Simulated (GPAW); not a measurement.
# Ga (C2/c) in GPAW: equation of state

Aim: energy against volume of Ga in PBE, for its equilibrium volume and stiffness.

Everything below comes from runs of GPAW 26.7.0. Logs are shortened: lines on timing, memory, paths and dates and some standing lists are left out, and cuts for length are marked. The log counts tension as positive stress, the text compression.

## (1) The structure

It takes space group C2/c (No. 15, monoclinic). The conventional cell has a = 2.766 Å, b = 8.053 Å, c = 3.332 Å, α = 90.00°, β = 92.02°, γ = 90.00°. Around Ga (site symmetry 2) lie 8 Ga at 2.69 to 2.92 Å.

This isn't the form of Ga at room conditions, which is orthorhombic.

## (2) Equation of state, PBE

Contents of run.py:

```python
from ase import Atoms
from ase.eos import EquationOfState
from ase.io import Trajectory
from ase.units import GPa
from gpaw import GPAW, PW

atoms = Atoms(['Ga', 'Ga'],
              cell=[[1.383, -4.0265, 0.0],
                    [1.383, 4.0265, 0.0],
                    [-0.1174474948, 0.0, 3.3299294416]],
              scaled_positions=[[0.131, 0.869, 0.75],
                                [0.869, 0.131, 0.25]],
              pbc=True)

traj = Trajectory('eos.traj', 'w')
volumes, energies = [], []
for x in [0.94, 0.96, 0.98, 1.0, 1.02, 1.04, 1.06]:
    a = atoms.copy()
    a.set_cell(atoms.cell * x**(1 / 3), scale_atoms=True)
    calc = GPAW(mode=PW(600),
                xc='PBE',
                kpts={'size': (10, 10, 8), 'gamma': True},
                occupations={'name': 'fermi-dirac', 'width': 0.05},
                nbands=10,
                convergence={'density': 1e-05, 'energy': 1e-05},
                maxiter=150,
                txt=f'eos-{x:.2f}.txt')
    a.calc = calc
    energies.append(a.get_potential_energy(force_consistent=True))
    volumes.append(a.get_volume())
    p = -a.get_stress()[:3].mean() / GPa
    calc.write(f'eos-{x:.2f}.gpw')
    traj.write(a)
    print(f'{x:.2f} {volumes[-1]:10.4f} A^3 {energies[-1]:14.6f} eV {p:9.3f} GPa', flush=True)

v0, e0, B = EquationOfState(volumes, energies, eos='birchmurnaghan').fit()
print(f'V0 = {v0:.4f} A^3, E0 = {e0:.6f} eV, B0 = {B / GPa:.2f} GPa')
```

Potentials or basis: GPAW PAW data sets (gpaw-data 1.2.1), pw.

On the command line:

```bash
> OMP_NUM_THREADS=1 python run.py
```

The program printed:

```text
__  _  _
 | _ |_)|_||  |
 |__||  | ||/\| - 26.7.0

Input parameters:
  mode=PW(ecut=600.0),
  convergence={'density': 1e-05, 'energy': 1e-05},
  kpts=MonkhorstPack(size=(10, 10, 8), gamma=True),
  maxiter=150,
  nbands=10,
  occupations=Occupations(name='fermi-dirac', width=0.05),
  xc=XC(name='PBE')

Diagonalizing LCAO Hamiltonian
Converting LCAO to pw mode

           Ga

       Ga

Atoms  # Å, Bohr magnetons
|   | symbol |        x |         y |        z |    initial magnetic moments |
|---|--------|----------|-----------|----------|-----------------------------|
| 0 |     Ga | 1.277413 |  2.931396 | 2.463694 | ( 0.0000,  0.0000,  0.0000) |
| 1 |     Ga | 1.335343 | -2.931396 | 0.821231 | ( 0.0000,  0.0000,  0.0000) |

Unit cell  # Å
| periodic |         x |         y |        z |  lengths |     angles |
|----------|-----------|-----------|----------|----------|------------|
|      yes |  1.364309 | -3.972081 | 0.000000 | 4.199853 |  90.656069 |
|      yes |  1.364309 |  3.972081 | 0.000000 | 4.199853 |  90.656069 |
|      yes | -0.115860 |  0.000000 | 3.284925 | 3.286967 | 142.087422 |

Number of symmetries: 2
Symmetry operations  # r_c * U_cc + t_c -> r_c
|   | kind |            matrix            |
|---|------|------------------------------|
| 0 |  E   |  1, 0, 0,  0, 1, 0,  0, 0, 1 |
| 1 |  i   | -1, 0, 0,  0,-1, 0,  0, 0,-1 |

BZ-sampling:
  Number of BZ points: 800
  Number of IBZ points: 404

  Monkhorst-Pack size: [10, 10, 8]
  Monkhorst-Pack shift: [0.05, 0.05, 0.0625]

K-points  # in reciprocal-cell coordinates
|     |                                coordinates |     weight |
|-----|--------------------------------------------|------------|
|   0 | (  0.00000000,   0.00000000,   0.00000000) | 0.00125000 |
|   1 | (  0.00000000,   0.00000000,   0.12500000) | 0.00250000 |
|   2 | (  0.00000000,   0.00000000,   0.25000000) | 0.00250000 |
|   3 | (  0.00000000,   0.00000000,   0.37500000) | 0.00250000 |
|   4 | (  0.00000000,   0.00000000,   0.50000000) | 0.00125000 |
|   5 | (  0.00000000,   0.10000000,  -0.37500000) | 0.00250000 |
|   6 | (  0.00000000,   0.10000000,  -0.25000000) | 0.00250000 |
|   7 | (  0.00000000,   0.10000000,  -0.12500000) | 0.00250000 |
|   8 | (  0.00000000,   0.10000000,   0.00000000) | 0.00250000 |
|   9 | (  0.00000000,   0.10000000,   0.12500000) | 0.00250000 |
| ... |                                            |            |
| 403 | (  0.50000000,   0.50000000,   0.50000000) | 0.00125000 |

Plane wave coefficients: 1211
Cutoff: 600.0 eV

Spin-components: 1 (collinear spins)
Bands:           10
Projectors:      10
Spin-degeneracy: 2
Datatype:        complex128

Parallelization:
  kpt:    1
  domain: 1
  band:   1

Density:
  Valence electrons: 6.0
  Components: 1
  Grid points: [24 24 20]
  Charge: 0.0  # |e|

Potential:
  Grid points: [24 24 20]

species:
  Ga:
    name:    Gallium
    Z:       31.0
    valence: 3
    core:    28
    charge:  0.0  # [|e|]
    compensation charges:
      type: gauss
      rc: 0.37  # [Å]
      lmax: 2
    cutoffs:
      filter: 2.06  # [Å]
      core: 4.17  # [Å]
    projectors
    | kind |    occ | energy [eV] | rcut [Å] |
    |------|--------|-------------|----------|
    |   4s |  2.000 |      -8.945 |    1.164 |
    |   4p |  1.000 |      -2.580 |    1.164 |
    |    s |        |      18.266 |    1.164 |
    |    p |        |      24.631 |    1.164 |
    |    d |        |       0.000 |    1.164 |

    Using partial waves for Ga as LCAO basis

Reference energy: -105769.343058  # eV

eigensolver:
  PPCG
  Converge bands: occupied
  niter=2

density mixing:
  MSR1-Mixer
  Pratt-step length: 0.05
  Maximum mixing coefficient: 0.75
  Old densities: 10
  SVD Regularization: 0.005
  Good broyden scale: 1.0
  Trust region scale: 1.0
  Backstep threshold: 4.0
  History deletion threshold: 6.0
  Fourier metric: weight=20.0, sigma=0.015

occupation numbers:
  Fermi-Dirac:
    width: 0.0500  # eV

poisson solver:
  ecut: 4800.0  # eV

xc functional:
  name: PBE with 2 nearest neighbor stencil

convergence criteria:
- Maximum integral of absolute [dens]ity change: 1e-05 electrons / valence electron
- Maximum [total energy] change in last 3 cyles: 1e-05 eV / valence electron
- Maximum integral of absolute [eigenst]ate change: 4e-08 eV^2 / valence electron
maximum number of iterations: 150

SCF iterations
|iter     | |      energy | eigst |  dens |
|---------|-|-------------|-------|-------|
|iter:   1| |   -5.764511 | -0.89 |       |
|iter:   2| |   -5.763857 | -3.22 | -1.05 |
|iter:   3| |   -5.755550 | -3.57 | -1.07 |
|iter:   4| |   -5.755385 | -4.23 | -1.58 |
|iter:   5| |   -5.755404 | -5.73 | -2.64 |
|iter:   6| |   -5.755407c| -6.65 | -3.11 |
|iter:   7| |   -5.755407c| -7.66c| -4.12 |
|iter:   8| |   -5.755407c| -8.19c| -4.59 |
|iter:   9| |   -5.755407c| -9.67c| -5.95c|

Converged in 9 steps
Energy contributions relative to reference atoms: (reference = -105769.343058)

Energy contributions:
  Kinetic:          23.555836
  Coulomb:         -18.859782
  Zero:              0.025346
  External:          0.000000
  Xc:              -10.474260
  Entropy:          -0.005094
  Spinorbit:         0.000000
  ----------------------------
  Free energy:      -5.757954
  Extrapolated:     -5.755407

dipole moment: (-0.000038, -0.000000, -0.000048)  # |e|*Ang

Fermi level: 6.744
Eigenvalues  # (at kpt = [0.000, 0.000, 0.000])
| band index |      eig [eV] | occ [0-2] |
|------------|---------------|-----------|
|          0 |        -4.795 |     2.000 |
|          1 |         4.537 |     2.000 |
|          2 |         5.240 |     2.000 |
|          3 |         8.417 |     0.000 |
|          4 |        12.249 |     0.000 |
|          5 |        16.770 |     0.000 |
|          6 |        17.339 |     0.000 |
|          7 |        17.510 |     0.000 |
|          8 |        17.867 |     0.000 |
|          9 |        19.906 |     0.000 |

No gap
No difference between direct/indirect transitions

Stress tensor  # eV/Ang^3
|         x |         y |         z |
|-----------|-----------|-----------|
| -0.036304 |  0.000000 | -0.003470 |
|  0.000000 | -0.032758 | -0.000000 |
| -0.003470 | -0.000000 | -0.022174 |

# Writing to eos-0.96.gpw (mode='')
```

eos-0.94.txt:

```text
SCF iterations
|iter     | |      energy | eigst |  dens |
|---------|-|-------------|-------|-------|
|iter:   1| |   -5.737317 | -0.87 |       |
|iter:   2| |   -5.736733 | -3.20 | -1.05 |
|iter:   3| |   -5.729092 | -3.57 | -1.07 |
|iter:   4| |   -5.729014 | -4.17 | -1.58 |
|iter:   5| |   -5.729033 | -5.77 | -2.64 |
[... 32 lines left out ...]
|          6 |        17.746 |     0.000 |
|          7 |        17.909 |     0.000 |
|          8 |        18.276 |     0.000 |
|          9 |        20.029 |     0.000 |

No gap
No difference between direct/indirect transitions

Stress tensor  # eV/Ang^3
|         x |         y |         z |
|-----------|-----------|-----------|
| -0.047145 |  0.000000 | -0.003792 |
|  0.000000 | -0.044081 | -0.000000 |
| -0.003792 | -0.000000 | -0.031956 |

# Writing to eos-0.94.gpw (mode='')
```

Run time: 8.3 min. Hardware: 1 thread of Intel Xeon Platinum 8375C at 2.90GHz (Ice Lake), shared host; peak memory 0.52 GiB.

What came out:

```
Equilibrium volume                        : 19.22 Å³/atom
Bulk modulus at fixed shape and positions : 51 GPa
Pressure derivative of the bulk modulus   : 5.7
```

Energy against volume, from the lowest point:
```tsv
volume (Å³/atom)	energy (meV/atom)
17.431	33.08
17.801	19.85
18.172	10.34
18.543	4.11
18.914	0.78
19.285	0.00
19.656	1.44
```

Caveat: the cell was scaled at fixed shape and fractional positions, which overstates the stiffness of a crystal with free parameters, most of all of layers and chains; the program warned that so skewed a cell can give wrong results.
